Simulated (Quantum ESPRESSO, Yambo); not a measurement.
# CdS (Hawleyite): G0W0 with Yambo, start to end, part 2 of 3

Wanted: ground state, empty states, screening and self-energy for CdS (Hawleyite).

Quantum ESPRESSO 7.5 and Yambo 5.3.0; PBE and many-body steps on it, plane waves. Known limits of the many-body steps: not at the basis limit; no spin-orbit coupling; coarse k mesh.

So far. Step 2 (Ground state): The gap is direct, at Γ. Step 3 (Bands along the symmetry lines): The gap is 1.145 eV, as in the run before at this level.

## (4) Empty states on the mesh, 4×4×4 mesh, 219 bands

Level of this step: DFT, PBE, plane waves, norm-conserving pseudopotentials (Quantum ESPRESSO).

The sums over transitions need many empty states on a uniform mesh; this step solves for them.

The input, pw.in:

```
&control
  calculation = 'nscf'
  prefix = 'x'
  outdir = 'o'
  pseudo_dir = 'pseudo'
/
&system
  ibrav = 0
  nat = 2
  ntyp = 2
  ecutwfc = 94.0
  nbnd = 219
  force_symmorphic = .true.
/
&electrons
  conv_thr = 1e-9
  electron_maxstep = 80
  diago_full_acc = .true.
  diago_thr_init = 5e-6
/
ATOMIC_SPECIES
  Cd 112.41 Cd.upf
  S 32.06 S.upf
CELL_PARAMETERS angstrom
  -0.0000000000 2.9165000000 2.9165000000
  2.9165000000 -0.0000000000 2.9165000000
  2.9165000000 2.9165000000 -0.0000000000
ATOMIC_POSITIONS crystal
  Cd 0.0000000000 0.0000000000 0.0000000000
  S 0.2500000000 0.2500000000 0.2500000000
K_POINTS automatic
  4 4 4 0 0 0
```

Run with:

```bash
$ OMP_NUM_THREADS=1 mpirun -n 4 pw.x -nk 4 -in pw.in > pw.out
```

The log of the run:

```text
[banner, memory and clock lines left out]
Program PWSCF v.7.5 starts

     Atomic positions and unit cell read from directory:
     o/x.save/

     Message from routine setup:
     using ibrav=0 with symmetry is DISCOURAGED, use correct ibrav instead

     G-vector sticks info

     bravais-lattice index     =            0
     lattice parameter (alat)  =       7.7943  a.u.
     unit-cell volume          =     334.8209 (a.u.)^3
     number of atoms/cell      =            2
     number of atomic types    =            2
     number of electrons       =        26.00
     number of Kohn-Sham states=          219
     kinetic-energy cutoff     =      94.0000  Ry
     charge density cutoff     =     376.0000  Ry
     Exchange-correlation= PBE
                           (   1   4   3   4   0   0   0)

     celldm(1)=   7.794277  celldm(2)=   0.000000  celldm(3)=   0.000000
     celldm(4)=   0.000000  celldm(5)=   0.000000  celldm(6)=   0.000000

     crystal axes: (cart. coord. in units of alat)
               a(1) = (  -0.000000   0.707107   0.707107 )
               a(2) = (   0.707107  -0.000000   0.707107 )
               a(3) = (   0.707107   0.707107  -0.000000 )

     reciprocal axes: (cart. coord. in units 2 pi/alat)
               b(1) = ( -0.707107  0.707107  0.707107 )
               b(2) = (  0.707107 -0.707107  0.707107 )
               b(3) = (  0.707107  0.707107 -0.707107 )
     Pseudo is Norm-conserving + core correction, Zval = 20.0
     Generated using ONCVPSP code by D. R. Hamann
     Using radial grid of 1368 points,  6 beta functions with:
     Pseudo is Norm-conserving + core correction, Zval =  6.0
     Generated using ONCVPSP code by D. R. Hamann
     Using radial grid of 1146 points,  6 beta functions with:
     Cd               20.00   112.41000     Cd( 1.00)
     S                 6.00    32.06000     S ( 1.00)

     24 Sym. Ops. (no inversion) found

   Cartesian axes

     site n.     atom                  positions (alat units)
         1        Cd     tau(   1) = (   0.0000000   0.0000000   0.0000000  )
         2        S      tau(   2) = (   0.3535534   0.3535534   0.3535534  )

     number of k points=     8
                       cart. coord. in units 2pi/alat
        k(    1) = (   0.0000000   0.0000000   0.0000000), wk =   0.0312500
        k(    2) = (   0.1767767   0.1767767  -0.1767767), wk =   0.2500000
        k(    3) = (  -0.3535534  -0.3535534   0.3535534), wk =   0.1250000
[...]
k(    7) = (  -0.7071068   0.0000000   0.0000000), wk =   0.0937500
        k(    8) = (  -0.7071068   0.3535534   0.0000000), wk =   0.1875000

     Dense  grid:    41151 G-vectors     FFT dimensions: (  50,  50,  50)

     The potential is recalculated from file :
     o/x.save/charge-density

     Starting wfcs are   14 randomized atomic wfcs +  205 random wfcs

     Band Structure Calculation

     End of band structure calculation

          k = 0.0000 0.0000 0.0000 (  5065 PWs)   bands (ev):

   -94.3756 -55.4396 -55.4396 -55.4396  -5.3823  -0.7407  -0.7407  -0.7407
    -0.2617  -0.2617   6.9821   6.9821   6.9821   8.1268  13.5132  13.5132
    13.5132  18.3635  18.3635  18.4326  20.2843  20.2843  20.2843  22.5626
[...]
[... 16 further rows ...]
[...]
151.5121 152.2550 152.2550

          k = 0.1768 0.1768-0.1768 (  5156 PWs)   bands (ev):

[...]
[... 16 further rows ...]
[...]
149.1704 149.3344 149.3344

          k =-0.3536-0.3536 0.3536 (  5168 PWs)   bands (ev):

[...]
65.8940  67.6525  67.7258  67.7258  68.1298  68.1298  69.2984  69.8215
     [... 16 further rows ...]
   142.7610 143.5510 144.0981 145.1207 145.1207 145.9757 145.9757 146.0915
   147.0727 147.0727 149.1794

          k = 0.3536 0.0000 0.0000 (  5105 PWs)   bands (ev):

     [... further k-points ...]

     highest occupied, lowest unoccupied level (ev):     6.9821    8.1268

     XML data file, pseudopotentials, collected wavefunctions
```

Wall time 27 s (4 MPI ranks of Arm Neoverse V1, shared host); peak memory 0.59 GiB.

Numbers from this step:

```
gap                                                           : 1.145 eV
k of the valence top                                          : 0, 0, 0
k of the conduction bottom                                    : 0, 0, 0
least direct gap                                              : 1.145 eV
k points computed                                             : 8
lowest point of the top converged band, above the valence top : 140.9581 eV
```

On this mesh the gap is 1.145 eV.

## (5) Conversion and set-up

This step: Yambo 5.3.0; conversion and set-up on PBE, plane waves, norm-conserving pseudopotentials.

The states are converted to the many-body program's format and the q mesh is built.

Run with:

```bash
$ (cd o/x.save; p2y > p2y.log; mv SAVE ../..); yambo > setup.log
```

The log of the run:

```text
 Yambo, version 5.3.0

 [02] CORE Variables Setup
 =========================

  [02.01] Unit cells
  ==================

  Cell kind             :  FCC
  Atoms in the cell     :  Cd  S
  number of Cd atoms    :  1
  number of S  atoms    :  1

  List of atomic masses
  Mass of Cd    :  112.4100
  Mass of S     :  32.06000

  List of atomic coordinates    : [cc]
  Cd1       :  0.000000  0.000000  0.000000  order 1
  S1       :  2.755693  2.755693  2.755693  order 2

  Alat factors          :  5.511386  5.511386  5.511386 [a.u.]
  Direct lattice volume :  334.8209 [a.u.]
  Direct lattice vectors:  A[ 1 ]  A[ 2 ]  A[ 3 ]
   A[ 1 ]: -0.000000  1.000000  1.000000  [iru]
  -0.000000  5.511386  5.511386  [cc]
   A[ 2 ]:  1.000000 -0.000000  1.000000  [iru]
   5.511386 -0.000000  5.511386  [cc]
   A[ 3 ]:  1.000000  1.000000 -0.000000  [iru]
   5.511386  5.511386 -0.000000  [cc]

  Recip. lattice volume :  0.740845 [a.u.]
  Recip. lattice vectors:  B[ 1 ]  B[ 2 ]  B[ 3 ]
   B[ 1 ]: -0.500000  0.500000  0.500000  [iku]
  -0.570019  0.570019  0.570019  [cc]
   B[ 2 ]:  0.500000 -0.500000  0.500000  [iku]
   0.570019 -0.570019  0.570019  [cc]
   B[ 3 ]:  0.500000  0.500000 -0.500000  [iku]
   0.570019  0.570019 -0.570019  [cc]

  [02.02] Symmetries
  ==================

  Inversion symmetry    : yes
  Spatial inversion     : no
  Inversion index       :  25
  K-space Time-reversal : yes
  Magnetic symmetries   : no
  Time-reversal derived K-space symmetries:   25   48
  Group table correct   : yes
  Symmetries units      :  [cc]

   [S  1]:   1.0000     -0.15363E-16 -0.15363E-16 -0.15363E-16   1.0000      0.15363E-16  0.15363E-16  0.15363E-16   1.0000
   [S  2]:  -1.0000      0.15363E-16 -0.15363E-16  0.15363E-16  -1.0000      0.15363E-16 -0.15363E-16 -0.15363E-16   1.0000
   [S  3]:  -1.0000     -0.15363E-16  0.15363E-16  0.15363E-16   1.0000     -0.15363E-16 -0.15363E-16  0.15363E-16  -1.0000
[...]
[S  9]: -0.15363E-16   1.0000     -0.15363E-16  0.15363E-16 -0.15363E-16   1.0000       1.0000      0.15363E-16  0.15363E-16
   [S 10]: -0.15363E-16  -1.0000      0.15363E-16  0.15363E-16  0.15363E-16  -1.0000       1.0000     -0.15363E-16 -0.15363E-16
     [... 36 further rows ...]
   [S*47]:   1.0000     -0.15363E-16  0.15363E-16 -0.15363E-16  0.15363E-16  -1.0000      0.15363E-16   1.0000     -0.15363E-16
   [S*48]:   1.0000      0.15363E-16 -0.15363E-16 -0.15363E-16 -0.15363E-16   1.0000      0.15363E-16  -1.0000      0.15363E-16

  [02.03] Reciprocal space
  ========================

  nG shells         :   388
  nG charge         :   41151
  nG WFs            :   6151
  nC WFs            :   5180
  G-vecs. in first 38 shells:  [ Number ]
     1    9   15   27   51   59   65   89  113
    137   169   181   229   259   283   307   331   339
    387   411   459   531   537   561   609   645   701
[...]
1139  1211
  ...
[...]
K/Q-points units:
  rlu = crystal or reduced units; cc = cartesian coordinates; iku = interal k-units

  K [1]          [rlu]:  0.000000  0.000000  0.000000
         WF components:   5065
  K [2]          [rlu]: -0.74775E-17 -0.74775E-17  0.25000
         WF components:   5156
  K [3]          [rlu]:  0.14955E-16  0.14955E-16 -0.50000
         WF components:   5168
  K [4]          [rlu]: -0.62139E-17  0.25000      0.25000
         WF components:   5105
  K [5]          [rlu]: -0.19138E-17  0.25000     -0.50000
         WF components:   5165
  [... 2 further k-points ...]
  K [8]          [rlu]:  0.250000 -0.500000 -0.250000
         WF components:   5180

  [02.05] Energies & Occupations
  ==============================

  [X] === General ===
  [X] Electronic Temperature                        :  0.000000  0.000000 [eV K]
  [X] Bosonic    Temperature                        :  0.000000  0.000000 [eV K]
  [X] Finite Temperature mode                       : no
  [X] El. density                                   :  0.52403E+24 [cm-3]
  [X] Fermi Level                                   :  6.982057 [eV]

  [X] === Gaps and Widths ===
  [X] Conduction Band Min                           :  1.144724 [eV]
  [X] Valence Band Max                              :  0.000000 [eV]
  [X] Filled Bands                                  :  13
  [X] Empty Bands                                   :   14  219
  [X] Direct Gap                                    :  1.144724 [eV]
  [X] Direct Gap localized at k                     :  1
  [X] Indirect Gap                                  :  1.144724 [eV]
  [X] Indirect Gap between kpts                     :  1  1
  [X] Last valence band width                       :  2.183510 [eV]
  [X] 1st conduction band width                     :  4.279643 [eV]

  E @ K [1]:  [eV]
  -101.3576  -62.4216  -62.4216  -62.4216  -12.3643   -7.7227   -7.7227   -7.7227
   -7.2437      -7.2437     -0.72195E-09 -0.23166E-09   0.0000       1.1447       6.5312       6.5312
    6.53119  11.38146  11.38146  11.45052  13.30225  13.30225  13.30225  15.58051
[...]
occ @ K [1]
[...]
E @ K [2]:  [eV]
[...]
occ @ K [2]
[...]
E @ K [3]:  [eV]
[...]
occ @ K [3]
[...]
E @ K [4]:  [eV]
[...]
occ @ K [4]
[...]
E @ K [5]:  [eV]
[...]
occ @ K [5]
[...]
[... 2 further k-points ...]
  E @ K [8]:  [eV]
[...]
occ @ K [8]
[...]
0.000000  0.000000  0.000000  0.000000  0.000000  0.000000  0.000000  0.000000
   0.000000  0.000000  0.000000  0.000000  0.000000  0.000000  0.000000  0.000000

 [03] Transferred momenta grid and indexing
 ==========================================

 IBZ Q-points                                      :   8
 BZ  Q-points                                      :   64

 K/Q-points units:
 rlu = crystal or reduced units; cc = cartesian coordinates; iku = interal k-units

 Q [1]          [rlu]:  0.000000  0.000000  0.000000
 Q [2]          [rlu]: -0.40681E-17 -0.40681E-17  0.25000
 Q [3]          [rlu]:  0.81362E-17  0.81362E-17 -0.50000
[...]
Q [7]          [rlu]:  0.12428E-16 -0.50000     -0.50000
 Q [8]          [rlu]:  0.250000 -0.500000 -0.250000

  [03.01] X indexes
  =================

   [03.01.01] Sigma indexes
   ========================

 [06] Game Over & Game summary
```

Elapsed: 3 s, on 1 MPI rank; peak memory 0.25 GiB.

(Continued in part 3 of 3.)

[Paths, hosts, dates, memory and timing lines, banners, echoed tables and standing remarks are left out of the program output.]

[Logs are printed without paths, hosts, clocks, repeated set-up lines and the standing remarks that a program may print on its own settings, such as how far it seeks lower states.]

[Runs of the session that timed out or met a known fault of the program may be left out.]

[Hosts, paths, dates, database ids (printed as entryN), source tags and the programs' standing remarks are cut or masked in the printed files.]
